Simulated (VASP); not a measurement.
Set up this calculation in VASP 6.6.1, as the native input.

```yaml
Task: density of states
Functional: PBE
Potentials_or_basis: VASP PAW PBE potentials, release 64 (Ag, Cl)
Cutoff: 520 eV
k_mesh: 8 × 8 × 8
Occupations: gaussian, width 0.02 eV
Spin: no spin polarisation
Dipole_correction: no
k_mesh_for_the_DOS: 12 × 12 × 12
Occupations_for_the_DOS: tetrahedron
Further_INCAR_settings: ALGO = Fast; EDIFF = 1e-07
```

The system is AgCl.

```xyz
2
Lattice="0.0000 2.8053 2.8053 2.8053 0.0000 2.8053 2.8053 2.8053 0.0000" Properties=species:S:1:pos:R:3 pbc="T T T"
Ag    0.0000    0.0000    0.0000
Cl    2.8053    2.8053    2.8053
```

One way to write it, as run:

POSCAR

```
AgCl
1.0
    0.0000000000      2.8053419536      2.8053419536
    2.8053419536      0.0000000000      2.8053419536
    2.8053419536      2.8053419536      0.0000000000
Ag Cl
1 1
Direct
    0.0000000000      0.0000000000      0.0000000000
    0.5000000000      0.5000000000      0.5000000000
```

INCAR.step1

```
SYSTEM = AgCl
ALGO = Fast ; EDIFF = 1E-7
ENCUT = 520 ; GGA = PE
ISIF = 2 ; ISMEAR = 0
LASPH = .TRUE. ; LCHARG = .TRUE.
LMAXMIX = 4 ; LREAL = .FALSE.
LWAVE = .FALSE. ; NBANDS = 16
NELM = 100 ; PREC = Accurate
SIGMA = 0.02
```

KPOINTS.step1

```
k-points
0
G
  8 8 8
  0 0 0
```

INCAR.step2

```
SYSTEM = AgCl
ALGO = Fast ; EDIFF = 1E-7
ENCUT = 520 ; GGA = PE
ICHARG = 11 ; ISIF = 2
ISMEAR = -5 ; LASPH = .TRUE.
LCHARG = .FALSE. ; LMAXMIX = 4
LORBIT = 11 ; LREAL = .FALSE.
LWAVE = .FALSE. ; NEDOS = 2001
NELM = 100 ; PREC = Accurate
SIGMA = 0.02
```

KPOINTS.step2

```
k-points
0
G
  12 12 12
  0 0 0
```

Potentials or basis: VASP PAW PBE potentials, release 64 (Ag, Cl).

Launch:

```console
$ cat potpaw_PBE.64/Ag/POTCAR potpaw_PBE.64/Cl/POTCAR > POTCAR
$ cp INCAR.step1 INCAR
$ cp KPOINTS.step1 KPOINTS
$ mpirun -np 1 vasp_std > vasp.out
$ cp INCAR.step2 INCAR
$ cp KPOINTS.step2 KPOINTS
$ mpirun -np 1 vasp_std > vasp.out
```

Results of the run:

- Valence electrons inside the program's atomic spheres: Ag 9.69; Cl 5.07

Run time: 70 s on 1 thread of AMD EPYC 7R43 64-Core Processor (Zen 3) (shared host), peak memory 0.15 GiB.
